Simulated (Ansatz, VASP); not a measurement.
Ru: VASP beside Ansatz

```
CELL_PARAMETERS angstrom
3.22972 0.00000 0.00000
0.00000 3.22972 0.00000
0.00000 0.00000 5.46637
ATOMIC_POSITIONS crystal
Ru 0.00007 0.50002 0.87500
Ru 0.49998 0.00007 0.12500
Ru 0.50002 0.99993 0.62500
Ru 0.99993 0.49998 0.37500
```

Alike in both runs: functional PBE; k mesh 6 × 6 × 4; occupations gaussian, width 0.1 eV; no spin polarisation.

Ansatz relaxed the structure, and its values are those at the end. VASP's run is a single point on that final structure, the one shown.

|  | VASP | Ansatz |
| --- | --- | --- |
| version | VASP 6.6.1 | Ansatz 0.2.0 |
| potentials or method | VASP PAW PBE potentials, release 64 (Ru_pv) | scalar-relativistic, plane waves, PAW |
| plane-wave cutoff (eV) | 520 | 420 |
| valence electrons in the cell | 56 | 64 |

|  | VASP | Ansatz | Ansatz less VASP |
| --- | --- | --- | --- |
| gap on the k mesh at the Fermi level (eV) | none | none | - |
| pressure (GPa) | 0.0 | 0.1 | +0.09 |

A gap of «none» marks a metal or a gap that the smearing closes. The two sets of potentials don't hold the same shells in valence.
